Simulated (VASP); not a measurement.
Here is a VASP 6.6.1 calculation.

Contents of INCAR:

```
PREC     = Accurate       # precision mode
ENCUT    = 520            # plane-wave cutoff, eV
EDIFF    = 1E-7           # SCF threshold, eV
ISMEAR   = 0              # smearing method
SIGMA    = 0.02           # smearing width, eV
LREAL    = Auto         
LASPH    = T              # aspherical terms in the spheres
NELM     = 60             # most SCF steps
ALGO     = Normal         # electronic algorithm
ISIF     = 2              # what is computed and relaxed
LWAVE    = F              # write WAVECAR
LCHARG   = F              # write CHGCAR
GGA      = PE             # functional
IBRION   = 6              # ionic algorithm
NFREE    = 2            
POTIM    = 0.015          # step
NSW      = 1              # ionic steps
LPHON_DISPERSION= T            
PHON_NWRITE= -3
```

File KPOINTS:

```
Automatic mesh
0
Gamma
  3 3 2
```

Contents of POSCAR:

```
Sb
1.0
    6.7090648372      0.0000000000      0.0000000000
   -3.3545324186      5.8102205846      0.0000000000
    0.0000000000      0.0000000000     10.9403213000
Sb
16
Direct
    0.3333333334      0.1666666666      0.3750000000
    0.3333333334      0.1666666666      0.8750000000
    0.3333333334      0.6666666667      0.3750000000
    0.3333333334      0.6666666667      0.8750000000
    0.8333333333      0.1666666666      0.3750000000
    0.8333333333      0.1666666666      0.8750000000
    0.8333333334      0.6666666667      0.3750000000
    0.8333333334      0.6666666667      0.8750000000
    0.1666666666      0.3333333334      0.1250000000
    0.1666666666      0.3333333334      0.6250000000
    0.1666666666      0.8333333334      0.1250000000
    0.1666666666      0.8333333334      0.6250000000
    0.6666666666      0.3333333334      0.1250000000
    0.6666666666      0.3333333334      0.6250000000
    0.6666666666      0.8333333334      0.1250000000
    0.6666666666      0.8333333334      0.6250000000
```

QPOINTS

```
path GMKGALHA,LM,KH
8
line-mode
reciprocal
 0.0000000000  0.0000000000  0.0000000000  G
 0.5000000000  0.0000000000  0.0000000000  M

 0.5000000000  0.0000000000  0.0000000000  M
 0.3333333333  0.3333333333  0.0000000000  K

 0.3333333333  0.3333333333  0.0000000000  K
 0.0000000000  0.0000000000  0.0000000000  G

 0.0000000000  0.0000000000  0.0000000000  G
 0.0000000000  0.0000000000  0.5000000000  A

 0.0000000000  0.0000000000  0.5000000000  A
 0.5000000000  0.0000000000  0.5000000000  L

 0.5000000000  0.0000000000  0.5000000000  L
 0.3333333333  0.3333333333  0.5000000000  H

 0.3333333333  0.3333333333  0.5000000000  H
 0.0000000000  0.0000000000  0.5000000000  A

 0.5000000000  0.0000000000  0.5000000000  L
 0.5000000000  0.0000000000  0.0000000000  M

 0.3333333333  0.3333333333  0.0000000000  K
 0.3333333333  0.3333333333  0.5000000000  H
```

Potentials or basis: VASP PAW PBE potentials, release 64 (Sb).

Launch:

```console
$ cat potpaw_PBE.64/Sb/POTCAR > POTCAR
$ mpirun -np 1 vasp_std > vasp.out
```

Task: What does it give for the highest phonon frequency?

Result: 116 cm⁻¹.

Phonon frequencies at the corners of the path (cm⁻¹, interpolated; i marks imaginary ones):
| point | frequencies |
| --- | --- |
| Γ | 0 0 0 29 29 116 |
| M | 12 48 51 56 76 104 |
| K | 49 49 65 73 73 80 |
| A | 13 13 13 13 99 99 |
| L | 15 15 42 42 58 58 |
| H | 26 26 41 41 48 48 |

Caveat: the k mesh is coarse (spacing up to 0.36 Å⁻¹), so the values aren't converged; some modes are imaginary. The run has no spin-orbit coupling, so splittings on Sb are missing.
